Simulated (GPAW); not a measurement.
Crystal: Hf.

```
CELL_PARAMETERS angstrom
3.19670 0.00000 0.00000
-1.59835 2.76842 0.00000
0.00000 0.00000 5.05780
ATOMIC_POSITIONS crystal
Hf 0.66667 0.33333 0.75000
Hf 0.33333 0.66667 0.25000
```

- Program: GPAW 26.7.0
- Task: relaxation of cell and atoms
- Functional: LDA
- Potentials or basis: the program's PAW data sets (release 1.2.1) made for this functional
- Cutoff: 600 eV
- Basis: pw
- k mesh: 10 × 10 × 5
- Occupations: fermi-dirac, width 0.05 eV
- Spin: no spin polarisation

At the start: pressure -7.5 GPa; volume 22.38 Å³/atom.

Task: Where does the relaxation end?

Result: Over 10 steps the energy falls by 38.0 meV/atom and the volume is 20.88 Å³/atom (-6.7 %); space group P6_3/mmc (No. 194, to 0.05 Å).

The path:
```csv
step,energy change (eV),largest force (eV/Å),pressure (GPa),volume (Å³)
1,0.0000,0.0000,-7.53,44.76
2,-0.0299,0.0000,-5.99,44.06
3,-0.0650,0.0000,-3.02,42.84
4,-0.0750,0.0000,1.03,41.40
5,-0.0751,0.0000,0.97,41.42
6,-0.0754,0.0000,0.85,41.46
7,-0.0756,0.0000,0.67,41.52
8,-0.0758,0.0000,0.46,41.59
9,-0.0760,0.0000,0.22,41.67
10,-0.0760,0.0000,-0.03,41.75
```

Final structure:
```cif
data_structure
_symmetry_space_group_name_H-M 'P 1'
_symmetry_Int_Tables_number 1
_cell_length_a 3.1251
_cell_length_b 3.1251
_cell_length_c 4.9368
_cell_angle_alpha 90.000
_cell_angle_beta 90.000
_cell_angle_gamma 120.000
_cell_volume 41.75
loop_
_atom_site_label
_atom_site_type_symbol
_atom_site_fract_x
_atom_site_fract_y
_atom_site_fract_z
_atom_site_occupancy
Hf1 Hf 0.66667 0.33333 0.75000 1
Hf2 Hf 0.33333 0.66667 0.25000 1
```

Caveat: later steps reuse the first step's grids.
